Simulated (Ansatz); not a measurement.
(CH3)2NH on a (100) slab of W (Im-3m (No. 229)), 4 planes, outer planes W (top) and W (bottom), 1 a cell of 39.9 Å², relaxed and still whole (its atoms last):

```
CELL_PARAMETERS angstrom
6.31875 0.00000 0.00000
0.00000 6.31875 0.00000
0.00000 0.00000 24.30556
ATOMIC_POSITIONS crystal
W 0.25000 0.75000 0.32914
W 0.25000 0.25000 0.32914
W 0.75000 0.75000 0.32914
W 0.75000 0.25000 0.32914
W 0.50000 0.50000 0.39414
W 0.50000 0.00000 0.39414
W 0.00000 0.50000 0.39414
W 0.00000 0.00000 0.39414
W 0.75420 0.25453 0.46027
W 0.74535 0.74438 0.46077
W 0.24423 0.24508 0.46012
W 0.25439 0.75510 0.46023
W 0.96946 0.97227 0.52137
W 0.02982 0.52507 0.52440
W 0.52888 0.03213 0.52190
W 0.46481 0.47008 0.52180
C 0.03078 0.34219 0.64621
N 0.94979 0.52538 0.61499
C 0.98667 0.72592 0.64439
H 0.96987 0.34305 0.68876
H 0.20449 0.34563 0.64592
H 0.97835 0.19714 0.62517
H 0.78760 0.50545 0.61018
H 0.93471 0.71577 0.68769
H 0.89298 0.85098 0.62367
H 0.15543 0.76607 0.64236
```

Level of theory: DFT PBE+D3(BJ), scalar-relativistic, plane waves, PAW (Ansatz). Settings: cutoff 420 eV, Γ-centred mesh 3×3×1 on the computed 26-atom cell, Gaussian smearing of 0.10 eV; no spin polarisation. A dipole correction removes the field between periodic images along c.

It binds with 1.89 eV a molecule against the clean slab and the free molecule (no zero-point or thermal terms); its shortest contact is N–W 2.26 Å. Take first-order desorption with no barrier to adsorption, no reaction on the face and an assumed prefactor of 10^13 s⁻¹.

Task: How long does a molecule stay at 300 K?

Result: τ = ν⁻¹·exp(E/k_BT) with k_BT = 0.0259 eV: E/k_BT = 73.1, so τ ≈ 6×10^18 s. It doesn't desorb at this temperature.

Task: Where does its peak lie in a desorption experiment heated at 2 K/s?

Result: The peak obeys E/(k_B·T_p²) = (ν/β)·exp(−E/k_BT_p). Solving gives T_p ≈ 679 K (E/k_BT_p = 32.3). An error of 0.1 eV in E moves it by about 36 K, and larger molecules have larger prefactors, which lowers it.

Task: Is this physisorption or chemisorption?

Result: The tightest contact, N–W 2.26 Å, is 0.97 times the sum of covalent radii, and deformation and lateral interaction add up to -0.13 eV. This is chemisorption.

The molecule may also break up before it leaves, which wasn't tried.